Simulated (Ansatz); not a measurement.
`[CH3][Sn][OH]` + `CCCCCO` → `C[CH2][Sn][OH]` + `CCCCO`  (formal exchange of groups at the Sn–C bond)

Calculated with Ansatz (gas phase, PBE0-D4/def2-TZVP geometries, no zero-point term in ΔE). CBS: MP2 limit from def2 TZ/QZ plus the TZ coupled-cluster correction, frozen cores. Functionals use def2-TZVPP. B3LYP here is the variant with VWN-RPA as its local correlation; programs differ in this. HSE06 is defined as in plane-wave codes. Elements past krypton have def2 core potentials. For Sn outer-core shells are correlated without core-valence functions, which leaves a few kJ/mol of doubt a bond. One conformer a species, not always the lowest.

(1) Is it downhill or uphill in electronic energy at CCSD(T)/CBS, and by how much? (An estimate is asked.)

(2) What do these levels give: B3LYP-D4, r2SCANh-D4, r2SCAN0-D4, CAM-B3LYP-D4, ωB97M-V, r2SCANh, HSE06, CAM-B3LYP, RPA@PBE/def2-TZVPP, SCS-MP2/def2-TZVPP, HF/def2-QZVPP, SCS-MP2/def2-QZVPP? (An estimate is asked.)

Largest T1 diagnostic among the species: 0.016.

Answers

(1) The calculation gave: Uphill: ΔE = +0.10 eV.

(2) The calculation gave: B3LYP-D4 0.09, r2SCANh-D4 0.11, r2SCAN0-D4 0.11, CAM-B3LYP-D4 0.11, ωB97M-V 0.12, r2SCANh 0.10, HSE06 0.09, CAM-B3LYP 0.11, RPA@PBE/def2-TZVPP 0.10, SCS-MP2/def2-TZVPP 0.10, HF/def2-QZVPP 0.13, SCS-MP2/def2-QZVPP 0.10 eV.

Leaving LDA and LC-ωPBE aside and taking each functional with its dispersion term where it has one, the values, not all of them listed here, spread over 0.04 eV, from BLYP-D4 to ωB97M-V.
